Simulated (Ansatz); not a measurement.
# A defect in a wire: Al wire of staggered 3-rings, Co in place of one Al, part 3 of 4

What does the defect do to the conductance?

Ansatz 0.2.0; DFT PBE, plane waves, PAW; relaxation of a wire's period (the session's first sound run).

So far, conductance of the lead as this run defines it (G₀): step 3 (bands of the perfect wire) 6.00.

**4. Relaxing the junction**

This step: DFT PBE, plane waves, PAW; relaxation of a junction in a wire, ends held (Ansatz 0.2.0).

System of this step: Al wire of staggered 3-rings, Co in place of one Al. The cell holds 42 atoms: 41 Al and 1 Co. Its edges and angles: a = 10.033 Å, b = 9.600 Å, c = 30.080 Å, α = 90.0°, β = 90.0°, γ = 90.0°. Regions: held atoms, 24 atoms (24 Al); free atoms, 18 atoms (17 Al and 1 Co). Vacuum lies along a and b. The structure's axis is c.

18 atoms at the defect are free to relax, while 24 stay where the perfect wire has them, so that the ends still repeat as a lead. The cutoff is set under the files' recommended one to save time.

The input, input.yaml:

```yaml
crystal:
  lattice:
    - [10.033, 0.0, 0.0]
    - [0.0, 9.6, 0.0]
    - [0.0, 0.0, 30.0803834585]
  atoms:
    - { symbol: Al, position: [0.418531576, 0.648345437, 0.0] }
    - { symbol: Al, position: [0.418531576, 0.351610519, 0.0] }
    - { symbol: Al, position: [0.663898635, 0.499977978, 0.0] }
    - { symbol: Al, position: [0.336068799, 0.499977978, 0.071428571] }
    - { symbol: Al, position: [0.581435858, 0.648345437, 0.071428571] }
    - { symbol: Al, position: [0.581435858, 0.351610519, 0.071428571] }
    - { symbol: Al, position: [0.418531576, 0.648345437, 0.142857143] }
    - { symbol: Al, position: [0.418531576, 0.351610519, 0.142857143] }
    - { symbol: Al, position: [0.663898635, 0.499977978, 0.142857143] }
    - { symbol: Al, position: [0.336068799, 0.499977978, 0.214285714] }
    - { symbol: Al, position: [0.581435858, 0.648345437, 0.214285714] }
    - { symbol: Al, position: [0.581435858, 0.351610519, 0.214285714] }
    - { symbol: Al, position: [0.418531576, 0.648345437, 0.285714286] }
    - { symbol: Al, position: [0.418531576, 0.351610519, 0.285714286] }
    - { symbol: Al, position: [0.663898635, 0.499977978, 0.285714286] }
    - { symbol: Al, position: [0.336068799, 0.499977978, 0.357142857] }
    - { symbol: Al, position: [0.581435858, 0.648345437, 0.357142857] }
    - { symbol: Al, position: [0.581435858, 0.351610519, 0.357142857] }
    - { symbol: Al, position: [0.418531576, 0.648345437, 0.428571429] }
    - { symbol: Al, position: [0.418531576, 0.351610519, 0.428571429] }
    - { symbol: Co, position: [0.663898635, 0.499977978, 0.428571429], spin: 2.0 }
    - { symbol: Al, position: [0.336068799, 0.499977978, 0.5] }
    - { symbol: Al, position: [0.581435858, 0.648345437, 0.5] }
    - { symbol: Al, position: [0.581435858, 0.351610519, 0.5] }
    - { symbol: Al, position: [0.418531576, 0.648345437, 0.571428571] }
    - { symbol: Al, position: [0.418531576, 0.351610519, 0.571428571] }
    - { symbol: Al, position: [0.663898635, 0.499977978, 0.571428571] }
    - { symbol: Al, position: [0.336068799, 0.499977978, 0.642857143] }
    - { symbol: Al, position: [0.581435858, 0.648345437, 0.642857143] }
    - { symbol: Al, position: [0.581435858, 0.351610519, 0.642857143] }
    - { symbol: Al, position: [0.418531576, 0.648345437, 0.714285714] }
    - { symbol: Al, position: [0.418531576, 0.351610519, 0.714285714] }
    - { symbol: Al, position: [0.663898635, 0.499977978, 0.714285714] }
    - { symbol: Al, position: [0.336068799, 0.499977978, 0.785714286] }
    - { symbol: Al, position: [0.581435858, 0.648345437, 0.785714286] }
    - { symbol: Al, position: [0.581435858, 0.351610519, 0.785714286] }
    - { symbol: Al, position: [0.418531576, 0.648345437, 0.857142857] }
    - { symbol: Al, position: [0.418531576, 0.351610519, 0.857142857] }
    - { symbol: Al, position: [0.663898635, 0.499977978, 0.857142857] }
    - { symbol: Al, position: [0.336068799, 0.499977978, 0.928571429] }
    - { symbol: Al, position: [0.581435858, 0.648345437, 0.928571429] }
    - { symbol: Al, position: [0.581435858, 0.351610519, 0.928571429] }
magnetization:
  spin_polarized: true
kpoints:
  mp_grid: { grid: [1, 1, 1] }
scf:
  occupations: { method: fermi_dirac, width: 0.1 }
hamiltonian:
  xc: pbe
relax:
  constraints:
    - { sites: [0, 1, 2, 3, 4, 5, 6, 7, 8, 9, 10, 11, 30, 31, 32, 33, 34, 35, 36, 37, 38, 39, 40, 41] }
  f_tol: 0.06
  max_steps: 35
basis:
  ecutwfc: "350 eV"
```

The run is started by

```sh
$ ansatz run input.yaml --threads 4 --pin off --max-ram 16384MiB --backend cpu --events-out ev --progress --plain --runs-dir out
```

Numbers of over 12 decimals in the logs are rounded to 6 here.

What it wrote:

```text
[...]
Warning: crystal.symmetry: narrowed to the stabiliser of the relax constraints — unitary ops 4 → 2; lowered at sites 9, 10, 11, 27, 28, 29 (the operations that carried what is held of a site onto what its image site leaves free; the constrained walk keeps no symmetry that its constraints do not admit)
[...]
Crystal: 42 atoms, lattice volume = 2897.246 Å³
Basis set: ecut = 350 eV, 43117 PW (Γ), exchange–correlation on 128×120×384 points (8 copies of the dense FFT grid, shifted against one another)
Bands: 113, of which v1, the nominal top of the filled ones, is band 70 counted from 1 (69 counted from 0)
Symmetry: 2 space group operations
k-points: 1
[...]
Starting moments: Σ|m| = 2 μB on 1 of 42 sites
[...]
SCF iter   1: F=—  HF=-27141.742151 eV  |F-HF|=—  |Δ(HF+E_count)|=         —  Δρ=9.70e-3 (↑9.39e-3 ↓9.70e-3)  dr2=4.95e1  dr2_m=3.21e-2  M=1.697 μB ∫|m|=2.524 μB  β_m=0.30  ethr=3.10e-3  ⟨swp⟩=8.0  Hψ=1356  notcnv=0
[...]
spin=Collinear: Resta preconditioning applied to the charge; magnetization (m = ρ↑ − ρ↓) channel mixes plain (no charge-response kernel on spin).
SCF iter   2: F=—  HF=-27133.698499 eV  |F-HF|=—  |Δ(HF+E_count)|=    8.04e0  Δρ=5.56e-3 (↑5.23e-3 ↓5.56e-3)  dr2=1.63e1  dr2_m=2.34e-2  M=1.989 μB ∫|m|=2.532 μB  β_m=0.45  ethr=3.10e-3  ⟨swp⟩=5.0  Hψ=514  notcnv=0  defer=4
[...]
spin=Collinear: LDOS preconditioning applied to the charge; magnetization (m = ρ↑ − ρ↓) channel mixes plain (no charge-response kernel on spin).
SCF iter   3: F=—  HF=-27130.451701 eV  |F-HF|=—  |Δ(HF+E_count)|=    3.25e0  Δρ=1.89e-3 (↑1.89e-3 ↓1.88e-3)  dr2=9.93e-1  dr2_m=9.59e-3  M=2.150 μB ∫|m|=2.697 μB  β_m=0.55  ethr=3.10e-3  ⟨swp⟩=6.0  Hψ=581  notcnv=0  defer=6
[...]
SCF iter  10: F=-27130.446788 eV  HF=-27130.446802 eV  |F-HF|=1.35e-5  |Δ(HF+E_count)|=   6.46e-6  Δρ=2.30e-5 (↑2.91e-6 ↓2.30e-5)  dr2=1.78e-5  dr2_m=3.26e-6  M=1.951 μB ∫|m|=2.652 μB  ethr=2.13e-8  ⟨swp⟩=2.0  Hψ=675  notcnv=0
SCF 1 converged in 10 iterations: F = -27130.446788 eV  dr2 = 1.78e-5
[...]
relax step   1: F+E_penalty+E_count = -27130.44678839 eV  Δ(F+E_penalty+E_count) = +0.000e0 eV  max|allowed force component| = 1.744e0 eV/Å  Δτ_max = 0.0000 Å  (10 SCF iters, dr2 threshold 9.00e-5 eV, accepted)
[...]
Starting moments: Σ|m| = 2 μB on 1 of 42 sites; this step starts from the density that it was given
[...]
SCF iter   1: F=—  HF=-27130.895729 eV  |F-HF|=—  |Δ(HF+E_count)|=         —  Δρ=4.11e-3 (↑2.95e-3 ↓4.11e-3)  dr2=5.06e-1  dr2_m=2.57e-1  M=1.643 μB ∫|m|=2.369 μB  β_m=0.30  ethr=2.80e-4  ⟨swp⟩=3.0  Hψ=843  notcnv=0  defer=6
eigensolver tolerance schedule calibrated: the retry pair's looser diagonalisation under-reported the residual by θ = 0.23 (0.22/decade); ethr = c·dr2/N_el runs at the constant in force after the calibration composes with the one it found (an armed cap, an earlier calibration), c = 2.1e-2
[...]
SCF iter   2: F=—  HF=-27130.949426 eV  |F-HF|=—  |Δ(HF+E_count)|=   5.37e-2  Δρ=2.71e-3 (↑2.04e-3 ↓2.71e-3)  dr2=2.35e0  dr2_m=1.08e-1  M=1.660 μB ∫|m|=2.397 μB  β_m=0.24  ethr=7.74e-5  ⟨swp⟩=4.0  Hψ=432  notcnv=0  defer=6  recentre
[...]
SCF iter  12: F=-27130.936210 eV  HF=-27130.936245 eV  |F-HF|=3.50e-5  |Δ(HF+E_count)|=   1.69e-6  Δρ=1.72e-5 (↑7.13e-6 ↓1.72e-5)  dr2=5.25e-5  dr2_m=1.73e-6  M=1.566 μB ∫|m|=2.300 μB  ethr=1.37e-8  ⟨swp⟩=2.0  Hψ=644  notcnv=0
SCF 2 converged in 12 iterations: F = -27130.936210 eV  dr2 = 5.25e-5
relax step   2: F+E_penalty+E_count = -27130.93621013 eV  Δ(F+E_penalty+E_count) = -4.894e-1 eV  max|allowed force component| = 1.428e0 eV/Å  Δτ_max = 0.1993 Å  (12 SCF iters, dr2 threshold 1.00e-4 eV, accepted)
[...]
SCF iter   7: F=-27131.241083 eV  HF=-27131.241080 eV  |F-HF|=2.94e-6  |Δ(HF+E_count)|=   1.47e-5  Δρ=1.87e-5 (↑1.87e-5 ↓9.68e-6)  dr2=6.87e-6  dr2_m=3.70e-6  M=1.179 μB ∫|m|=1.835 μB  ethr=7.14e-8  ⟨swp⟩=2.5  Hψ=757  notcnv=0
SCF 3 converged in 7 iterations: F = -27131.241083 eV  dr2 = 6.87e-6
[...]
relax step   3: F+E_penalty+E_count = -27131.24108276 eV  Δ(F+E_penalty+E_count) = -3.049e-1 eV  max|allowed force component| = 7.964e-1 eV/Å  Δτ_max = 0.1950 Å  (7 SCF iters, dr2 threshold 1.00e-4 eV, accepted)
[... from here on, the SCF cycles and remarks between the steps are left out ...]
relax step   4: F+E_penalty+E_count = -27131.43834771 eV  Δ(F+E_penalty+E_count) = -1.973e-1 eV  max|allowed force component| = 2.977e-1 eV/Å  Δτ_max = 0.1948 Å  (7 SCF iters, dr2 threshold 1.00e-4 eV, accepted)
relax step   5: F+E_penalty+E_count = -27131.57250792 eV  Δ(F+E_penalty+E_count) = -1.342e-1 eV  max|allowed force component| = 1.856e-1 eV/Å  Δτ_max = 0.1948 Å  (10 SCF iters, dr2 threshold 1.24e-5 eV, accepted)
relax step   6: F+E_penalty+E_count = -27131.64837436 eV  Δ(F+E_penalty+E_count) = -7.587e-2 eV  max|allowed force component| = 1.115e-1 eV/Å  Δτ_max = 0.1910 Å  (15 SCF iters, dr2 threshold 4.81e-6 eV, accepted)
relax step   7: F+E_penalty+E_count = -27131.70230429 eV  Δ(F+E_penalty+E_count) = -5.393e-2 eV  max|allowed force component| = 4.662e-2 eV/Å  Δτ_max = 0.1937 Å  (15 SCF iters, dr2 threshold 4.49e-6 eV, accepted)
relax step   8: F+E_penalty+E_count = -27131.70230431 eV  Δ(F+E_penalty+E_count) = -2.656e-8 eV  max|allowed force component| = 4.662e-2 eV/Å  Δτ_max = 0.0000 Å  (7 SCF iters, accepted)
relax step   9: F+E_penalty+E_count = -27131.74387884 eV  Δ(F+E_penalty+E_count) = -4.157e-2 eV  max|allowed force component| = 6.123e-2 eV/Å  Δτ_max = 0.1950 Å  (17 SCF iters, accepted)
relax step  10: F+E_penalty+E_count = -27131.77121304 eV  Δ(F+E_penalty+E_count) = -2.733e-2 eV  max|allowed force component| = 5.516e-2 eV/Å  Δτ_max = 0.1942 Å  (13 SCF iters, dr2 threshold 3.75e-6 eV, accepted)
relax step  11: F+E_penalty+E_count = -27131.77121312 eV  Δ(F+E_penalty+E_count) = -7.191e-8 eV  max|allowed force component| = 5.531e-2 eV/Å  Δτ_max = 0.0000 Å  (8 SCF iters, accepted)
[...]
SCF iter  16: F=-27131.777603 eV  HF=-27131.777603 eV  |F-HF|=6.18e-11  |Δ(HF+E_count)|=   1.35e-9  Δρ=8.19e-8 (↑7.36e-8 ↓8.19e-8)  dr2=3.74e-10  dr2_m=7.60e-11  M=-0.000 μB ∫|m|=0.000 μB  ethr=2.56e-12  ⟨swp⟩=1.0  Hψ=574  notcnv=0
[...]
SCF 12 converged in 16 iterations: F = -27131.777603 eV  dr2 = 3.74e-10
relax step  12: F+E_penalty+E_count = -27131.77760289 eV  Δ(F+E_penalty+E_count) = -6.390e-3 eV  max|allowed force component| = 5.528e-2 eV/Å  Δτ_max = 0.1617 Å  (16 SCF iters, accepted)
SCF converged after 16 iterations
Magnetization: -0.0000 μB (70.0000 up, 70.0000 down)
Absolute magnetization: 0.0002 μB (∫|ρ↑−ρ↓|, with the PAW one-centre terms)
[...]
Per-site moments (μB) at R_I (Å): [(-1.503755306498542e-6, 1.113582), (-1.5037553065569864e-6, 1.113582), (-1.1868774671499383e-6, 1.116778), (1.196860664855495e-6, 1.116778), (1.690641306658824e-6, 1.113582), (1.6906413065944143e-6, 1.113582), (-1.6180901988574345e-6, 1.113582), (-1.6180901988936651e-6, 1.113582), (-6.261090076390864e-7, 1.116778), (6.931847501031463e-7, 1.108936), (2.117884248479112e-6, 1.113582),  [...]
Free energy (F): -27131.777603 eV
[...]
Internal energy: -27131.146975 eV  (E = F + TS)
E sigma→0 (E₀):  -27131.462289 eV
Entropy (-TS):   -0.630628 eV (-15.015 meV/atom)
Fermi energy:    -1.230179 eV
[...]
--- Forces (eV/Å), atoms counted from 1 ---
  atom   1  Al    -0.05368039    -0.07677378    -0.00869819
  atom   2  Al    -0.05368039     0.07677378    -0.00869819
  atom   3  Al     0.04341786     0.00000000     0.06943696
  atom   4  Al    -0.03138146     0.00000000    -0.03698639
  atom   5  Al     0.04147974     0.00885664     0.03825150
  atom   6  Al     0.04147974    -0.00885664     0.03825150
  atom   7  Al     0.14115605    -0.02414700     0.05811468
  atom   8  Al     0.14115605     0.02414700     0.05811468
  atom   9  Al    -0.00447488     0.00000000     0.00401373
  atom  10  Al    -0.04108897     0.00000000     0.19825585
  atom  11  Al    -0.07858597    -0.13028643     0.20439347
  atom  12  Al    -0.07858597     0.13028643     0.20439347
  atom  13  Al     0.00266946     0.03503828    -0.00514623
  atom  14  Al     0.00266946    -0.03503828    -0.00514623
  atom  15  Al    -0.00907757     0.00000000    -0.01812406
  atom  16  Al     0.02126344     0.00000000     0.01567445
  atom  17  Al    -0.00638453    -0.01416918     0.00540317
  atom  18  Al    -0.00638453     0.01416918     0.00540317
  atom  19  Al     0.01457958    -0.01231604    -0.00556769
  atom  20  Al     0.01457958     0.01231604    -0.00556769
  atom  21  Co    -0.00972876     0.00000000    -0.00087626
  atom  22  Al    -0.00521627     0.00000000    -0.01047995
  atom  23  Al     0.00673549     0.01154908     0.00767728
  atom  24  Al     0.00673549    -0.01154908     0.00767728
  atom  25  Al    -0.00672864     0.05528058     0.01426336
  atom  26  Al    -0.00672864    -0.05528058     0.01426336
  atom  27  Al    -0.01153621     0.00000000    -0.00661914
  atom  28  Al     0.00456629     0.00000000    -0.02252374
  atom  29  Al     0.00031037     0.03204254    -0.00369914
  atom  30  Al     0.00031037    -0.03204254    -0.00369914
  atom  31  Al     0.09951286    -0.08465188    -0.21633745
  atom  32  Al     0.09951286     0.08465188    -0.21633745
  atom  33  Al    -0.10633435     0.00000000    -0.22409678
  atom  34  Al    -0.02621073     0.00000000    -0.03397043
  atom  35  Al     0.03715610     0.01419900    -0.04577491
  atom  36  Al     0.03715610    -0.01419900    -0.04577491
  atom  37  Al    -0.04253732    -0.07602275     0.02414624
  atom  38  Al    -0.04253732     0.07602275     0.02414624
  atom  39  Al     0.02803641     0.00000000    -0.03531171
  atom  40  Al     0.05701269     0.00000000    -0.01923748
  atom  41  Al    -0.11028910    -0.08010912    -0.00660169
  atom  42  Al    -0.11028910     0.08010912    -0.00660169
  max |Σ_I F_I| component: 3.49e-5 eV/Å
--- Relaxed structure (12 steps of the walk, 12 accepted, 0 SCFs on fresh bases) ---
  F+E_penalty+E_count = -27131.77760289 eV   max|allowed force component| = 5.528e-2 eV/Å
  atoms:
    - { symbol: Al, position: [0.418531576, 0.648345437, 7.142855156556343e-11] }
    - { symbol: Al, position: [0.418531576, 0.351610519, 7.142855156556343e-11] }
    - { symbol: Al, position: [0.663898635, 0.499978, 7.142855156556343e-11] }
    - { symbol: Al, position: [0.336068799, 0.499978, 0.071429] }
    - { symbol: Al, position: [0.581435858, 0.648345437, 0.071429] }
    - { symbol: Al, position: [0.581435858, 0.351610519, 0.071429] }
    - { symbol: Al, position: [0.418531576, 0.648345437, 0.142857] }
    - { symbol: Al, position: [0.418531576, 0.351610519, 0.142857] }
    - { symbol: Al, position: [0.663898635, 0.499978, 0.142857] }
    - { symbol: Al, position: [0.336068799, 0.499978, 0.214286] }
    - { symbol: Al, position: [0.581435858, 0.648345437, 0.214286] }
    - { symbol: Al, position: [0.581435858, 0.351610519, 0.214286] }
    - { symbol: Al, position: [0.400434, 0.649473, 0.286743] }
    - { symbol: Al, position: [0.400434, 0.350483, 0.286743] }
    - { symbol: Al, position: [0.637915, 0.499978, 0.289615] }
    - { symbol: Al, position: [0.271322, 0.499978, 0.351114] }
    - { symbol: Al, position: [0.525739, 0.642896, 0.363707] }
    - { symbol: Al, position: [0.525739, 0.357060, 0.363707] }
    - { symbol: Al, position: [0.306675, 0.645348, 0.427057] }
    - { symbol: Al, position: [0.306675, 0.354608, 0.427057] }
    - { symbol: Co, position: [0.499656, 0.499978, 0.427160] }
    - { symbol: Al, position: [0.265877, 0.499978, 0.502566] }
    - { symbol: Al, position: [0.520299, 0.642635, 0.490878] }
    - { symbol: Al, position: [0.520299, 0.357321, 0.490878] }
    - { symbol: Al, position: [0.392671, 0.648496, 0.567801] }
    - { symbol: Al, position: [0.392671, 0.351460, 0.567801] }
    - { symbol: Al, position: [0.631692, 0.499978, 0.564955] }
    - { symbol: Al, position: [0.326761, 0.499978, 0.640770] }
    - { symbol: Al, position: [0.570862, 0.643512, 0.640112] }
    - { symbol: Al, position: [0.570862, 0.356444, 0.640112] }
    - { symbol: Al, position: [0.418531576, 0.648345437, 0.714286] }
    - { symbol: Al, position: [0.418531576, 0.351610519, 0.714286] }
    - { symbol: Al, position: [0.663898635, 0.499978, 0.714286] }
    - { symbol: Al, position: [0.336068799, 0.499978, 0.785714] }
    - { symbol: Al, position: [0.581435858, 0.648345437, 0.785714] }
    - { symbol: Al, position: [0.581435858, 0.351610519, 0.785714] }
    - { symbol: Al, position: [0.418531576, 0.648345437, 0.857143] }
    - { symbol: Al, position: [0.418531576, 0.351610519, 0.857143] }
    - { symbol: Al, position: [0.663898635, 0.499978, 0.857143] }
    - { symbol: Al, position: [0.336068799, 0.499978, 0.928571] }
    - { symbol: Al, position: [0.581435858, 0.648345437, 0.928571] }
    - { symbol: Al, position: [0.581435858, 0.351610519, 0.928571] }
```

Wall time 3.7 min (4 threads of Arm Neoverse V1, shared host); peak memory 2.1 GiB.

Relaxation path:

| step | energy less that of the first step (eV) | largest force component (eV/Å) |
| --- | --- | --- |
| 1 | 0.0000 | 1.7443 |
| 2 | -0.4894 | 1.4282 |
| 3 | -0.7943 | 0.7964 |
| 4 | -0.9916 | 0.2977 |
| 5 | -1.1257 | 0.1856 |
| 6 | -1.2016 | 0.1115 |
| 7 | -1.2555 | 0.0466 |
| 8 | -1.2555 | 0.0466 |
| 9 | -1.2971 | 0.0612 |
| 10 | -1.3244 | 0.0552 |
| 11 | -1.3244 | 0.0553 |
| 12 | -1.3308 | 0.0553 |

The atoms that moved most (Å):

| atom | dx | dy | dz | length |
| --- | --- | --- | --- | --- |
| Co21 | -1.648 | 0.000 | -0.042 | 1.648 |
| Al20 | -1.122 | 0.029 | -0.046 | 1.124 |
| Al19 | -1.122 | -0.029 | -0.046 | 1.124 |
| Al22 | -0.704 | 0.000 | 0.077 | 0.708 |
| Al16 | -0.650 | 0.000 | -0.181 | 0.674 |
| Al23 | -0.613 | -0.055 | -0.274 | 0.674 |
| Al24 | -0.613 | 0.055 | -0.274 | 0.674 |
| Al17 | -0.559 | -0.052 | 0.197 | 0.595 |

Numbers from this step:

- energy at zero smearing: -27131.4623 eV

The largest force component on a free atom ends at 0.055 eV/Å, under the limit of 0.06. Co ends nearest to Al at 2.36 Å, Al at 2.36 Å, Al at 2.37 Å, Al at 2.37 Å, Al at 2.39 Å and Al at 2.39 Å. 8 atoms of the wire itself, hydrogen apart, moved by over 0.45 Å, up to 1.12 Å.

[end of part 3 of 4]

[Logs are printed without paths, hosts, clocks, repeated set-up lines and the standing remarks that a program may print on its own settings, such as how far it seeks lower states.]

[Hosts, paths, dates, database ids (printed as entryN), source tags and the programs' standing remarks are cut or masked in the printed files.]
